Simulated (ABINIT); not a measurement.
**Ge: band structure with LDA-VWN**

**Experimental background.**

“Electronic and optical properties of SixGe1-x-ySny alloys lattice-matched to Ge”, 2021, arxiv:2109.02782 reports, for a bulk crystal of Ge at 293 K: band gap 0.666 eV (indirect).

The system is Ge.

```
Ge
1.0
     0.00000    2.82891    2.82891
     2.82891    0.00000    2.82891
     2.82891    2.82891    0.00000
Ge
2
Direct
  0.75000 0.75000 0.75000
  0.50000 0.50000 0.50000
```

| Quantity | Value |
| --- | --- |
| Program | ABINIT 10.8.3 (patched build) |
| Task | band structure |
| Functional | LDA-VWN |
| Potentials or basis | JTH PAW LDA v2.0 |
| Cutoff | 544 eV |
| k mesh | 8 × 8 × 8 |
| Occupations | fermi-dirac, width 0.05 eV |
| Spin | no spin polarisation |
| Fine-grid cutoff | 1088.46 eV |

| Quantity | Value |
| --- | --- |
| Band gap on the k mesh | none (metal or under the smearing width) |
| Valence electrons inside the program's atomic spheres | Ge 12.41, 12.40 (radii [1.2196] Å) |

Levels at the corners of the path, in eV from the Fermi level:
```tsv
point	band 12	band 13	band 14	band 15	band 16	band 17
Γ	-0.18	0.03	0.03	0.03	2.56	2.56
X	-8.93	-3.06	-3.06	0.70	0.70	9.42
W	-8.83	-3.90	-3.90	4.26	4.26	4.69
K	-8.34	-4.33	-2.61	1.11	4.04	7.11
Γ	-0.18	0.03	0.03	0.03	2.56	2.56
L	-7.63	-1.38	-1.38	0.07	3.76	3.76
U	-8.34	-4.33	-2.61	1.11	4.04	7.11
W	-8.83	-3.90	-3.90	4.26	4.26	4.69
L	-7.63	-1.38	-1.38	0.07	3.76	3.76
K	-8.34	-4.33	-2.61	1.11	4.04	7.11
```

Wall time 79 s on 1 thread of Arm Neoverse V1, with other jobs on the host, peak memory 0.12 GiB.

Against the measured gap of Ge, 0.666 eV (indirect; 293 K; “Electronic and optical properties of SixGe1-x-ySny alloys lattice-matched to Ge”, 2021, arxiv:2109.02782), the calculated 0.00 eV is off by -0.67 eV. 3 values of this kind are on record (0.666 to 0.807 eV); this one was drawn at random among those near their median. Spin-orbit coupling on Ge is left out. The value is that of LDA-VWN on a finite k mesh, which can miss the band edges, without temperature or zero-point motion. Semilocal functionals fall short of measured gaps as a rule.

Caveat: this crystal is a semiconductor, whose small gap the functional closes, so the metal is an error of the method.
